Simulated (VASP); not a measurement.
Write the native input for VASP 6.6.1 that does the following.

* Task: single point
* Functional: PBE
* Potentials or basis: VASP PAW PBE potentials, release 64 (C)
* Cutoff: 520 eV
* k mesh: 12 × 12 × 12
* Occupations: gaussian, width 0.1 eV
* Spin: no spin polarisation
* Dipole correction: no
* Further INCAR settings: ALGO = Normal; EDIFF = 1e-06; NBANDS = 21

The structure of C lies in POSCAR:

```
C
1.0
   -2.4498551675      2.4498551675      2.4498551675
    2.4498551675     -2.4498551675      2.4498551675
    2.4498551675      2.4498551675     -2.4498551675
C
6
Direct
    0.6250000000      0.2500000000      0.8750000000
    0.8750000000      0.6250000000      0.2500000000
    0.7500000000      0.6250000000      0.8750000000
    0.2500000000      0.8750000000      0.6250000000
    0.8750000000      0.7500000000      0.6250000000
    0.6250000000      0.8750000000      0.7500000000
```

The cell was built by a generator and needn't be a form met in nature.

One way to write it, as run:

INCAR

```
ALGO     = Normal         # electronic algorithm
EDIFF    = 1E-6           # SCF threshold, eV
ENCUT    = 520            # plane-wave cutoff, eV
GGA      = PE             # functional
ISIF     = 2              # what is computed and relaxed
ISMEAR   = 0              # smearing method
LASPH    = T              # aspherical terms in the spheres
LCHARG   = F              # write CHGCAR
LREAL    = F              # projectors in reciprocal space
LWAVE    = F              # write WAVECAR
NBANDS   = 21             # bands
NELM     = 100            # most SCF steps
PREC     = Accurate       # precision mode
SIGMA    = 0.1            # smearing width, eV
```

KPOINTS

```
k-points
0
Gamma
  12 12 12
```

Potentials or basis: VASP PAW PBE potentials, release 64 (C).

Run with:

```console
$ cat potpaw_PBE.64/C/POTCAR > POTCAR
$ mpirun -np 1 vasp_std > vasp.out
```

Results of the run:

* Pressure: 0.2 GPa
* Band gap on the k mesh: none (metal or under the smearing width)

It took 59 s on 1 thread of Intel(R) Xeon(R) 6975P-C (Granite Rapids) (shared host), peak memory 0.2 GiB.
